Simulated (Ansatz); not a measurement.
**Sb in Ansatz: the effect of functional**

Sb:

```xyz
2
Lattice="3.3767 0.0000 0.0000 -1.6884 2.9243 0.0000 0.0000 0.0000 5.5064" Properties=species:S:1:pos:R:3 pbc="T T T"
Sb    1.6884    0.9748    4.1298
Sb    0.0000    1.9496    1.3766
```

This isn't the form of Sb at room conditions, which is rhombohedral.

The cell isn't the ideal one: volume scaled by 1.02.

Alike in all runs:

- Program: Ansatz 0.2.0
- Task: single point
- Potentials or basis: Ansatz PAW
- k mesh: 9 × 9 × 5
- Occupations: fermi-dirac, width 0.05 eV
- Spin: no spin polarisation

```tsv
functional	cutoff	pressure (GPa)
LDA	420 eV (not typed: the program's choice for these potentials)	-3.8
PBEsol	420 eV (not typed: the program's choice for these potentials)	-2.7
r2SCAN	500 eV (not typed: the program's choice for these potentials)	?
```

Question: What does the run with functional r2SCAN give?

Answer: Pressure -0.5 GPa.

Caveats: the PAW data sets come from PBE, with cores solved anew for the run's functional, which leaves a small shift of forces and pressure.
